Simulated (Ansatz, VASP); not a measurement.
## One calculation of HgTe, two programs

```
Hg Te
1.0
     0.00000    3.12004    3.12004
     3.12004    0.00000    3.12004
     3.12004    3.12004    0.00000
Hg Te
1 1
Direct
  0.00000 0.00000 0.00000
  0.25000 0.25000 0.25000
```

Change from the starting cell: volume scaled by 0.88, LAPW.

Alike in both runs: task single point; functional PBEsol; k mesh 12 × 12 × 12; occupations fermi-dirac, width 0.05 eV; no spin polarisation.

```csv
,VASP,Ansatz
version,VASP 6.6.1,Ansatz 0.2.0
potentials or method,"VASP PAW PBE potentials, release 64 (Hg, Te), cutoff 520 eV","all-electron LAPW, scalar-relativistic"
```

VASP gave:

* pressure (GPa): 7.6

Task: Estimate Ansatz's values.

Result: Pressure (GPa): 7.4.

Ansatz ran all-electron here, so the differences hold the error of VASP's frozen core and of both bases.

Caveats: the PAW data sets were made with another functional, which shifts forces and pressure a little (VASP). The runs have no spin-orbit coupling, so splittings on Hg, Te are missing.
